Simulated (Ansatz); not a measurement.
Si2W:

```
CELL_PARAMETERS angstrom
-1.60690 1.60690 3.91495
1.60690 -1.60690 3.91495
1.60690 1.60690 -3.91495
ATOMIC_POSITIONS crystal
W 0.00000 0.00000 0.00000
Si 0.66530 0.66530 0.00000
Si 0.33470 0.33470 0.00000
```

Base run:

```yaml
Program: Ansatz 0.2.0
Functional: PBEsol
Potentials_or_basis: all-electron LAPW, scalar-relativistic
Cutoff: 218 eV (chosen from the basis error)
Basis_error_allowed: 0.002 eV/atom
k_mesh: 12 × 12 × 12
Occupations: fermi-dirac, width 0.05 eV
Spin: no spin polarisation
```

Its results: band gap on the k mesh none (metal or under the smearing width); pressure -2.0 GPa; largest force 0.019 eV/Å.

**Question.** The run is repeated on the same cell with these changes: hubbard terms from none to W d U = 8 eV. What comes out?

**Answer.** Band gap on the k mesh none (metal or under the smearing width); pressure -2.6 GPa; largest force 0.537 eV/Å.

Caveats: the density of states is complete only up to the lowest level of the last band computed; U is the effective U less J, on atomic orbitals that reach past the spheres (some runs); U without spin polarisation on a metal has little footing (some runs); the U is typed as a test and isn't derived for this compound (some runs).
